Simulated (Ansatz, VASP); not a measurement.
## One calculation of MgO, two programs

INCAR

```
SYSTEM = MgO
PREC = Accurate ; ENCUT = 520
EDIFF = 1E-7 ; ISMEAR = 0
SIGMA = 0.05 ; LREAL = .FALSE.
LASPH = .TRUE. ; NELM = 100
ALGO = Normal ; ISIF = 2
LWAVE = .FALSE. ; LCHARG = .FALSE.
GGA = PS ; NBANDS = 16
```

KPOINTS

```
Automatic mesh
0
G
  9 9 6
  0 0 0
```

POSCAR

```
MgO
1.0
    3.3310156235      0.0000000000      0.0000000000
   -1.6655078117      2.8847441503      0.0000000000
    0.0000000000      0.0000000000      4.2480442246
Mg O
2 2
Direct
    0.6666666667      0.3333333333      0.7500000000
    0.3333333333      0.6666666667      0.2500000000
    0.6666666667      0.3333333333      0.2500000000
    0.3333333333      0.6666666667      0.7500000000
```

Input for Ansatz:

```yaml
crystal:
  lattice:
    - [3.3310156235, 0.0, 0.0]
    - [-1.6655078117, 2.8847441503, 0.0]
    - [0.0, 0.0, 4.2480442246]
  atoms:
    - { symbol: Mg, position: [0.6666666667, 0.3333333333, 0.75] }
    - { symbol: Mg, position: [0.3333333333, 0.6666666667, 0.25] }
    - { symbol: O, position: [0.6666666667, 0.3333333333, 0.25] }
    - { symbol: O, position: [0.3333333333, 0.6666666667, 0.75] }
basis:
  ecutwfc: 520.0
kpoints:
  mp_grid: { grid: [9, 9, 6] }
hamiltonian:
  xc: pbesol
  pseudopotentials: { kind: paw, azcp: { folder: soft_1 } }
scf:
  occupations: { method: gaussian, width: 0.05 }
output:
  forces: true
  stress: true
  eigenvalues: true
```

Alike in both runs: task single point; functional PBEsol; k mesh 9 × 9 × 6; occupations gaussian, width 0.05 eV; no spin polarisation.

```csv
,VASP,Ansatz
version,VASP 6.6.1,Ansatz 0.2.0
potentials or method,"VASP PAW PBE potentials, release 64 (Mg, O)","scalar-relativistic, plane waves, PAW"
plane-wave cutoff (eV),520,520
valence electrons in the cell,16,32
```

Ansatz gave:

```
gap on the k mesh at the Fermi level (eV)       : 3.66
least direct gap on the mesh (eV)               : 3.66
pressure (GPa)                                  : 13.5
largest component of the traceless stress (GPa) : 9.27
```

**Question.** Estimate VASP's values.

**Answer.** gap on the k mesh at the Fermi level (eV): 3.65; least direct gap on the mesh (eV): 3.65; pressure (GPa): 13.4; largest component of the traceless stress (GPa): 9.54.

The two sets of potentials don't hold the same shells in valence. Ansatz warned: «pseudo_functional_mismatch».

Caveats: the PAW data sets were made with another functional, which shifts forces and pressure a little (VASP).
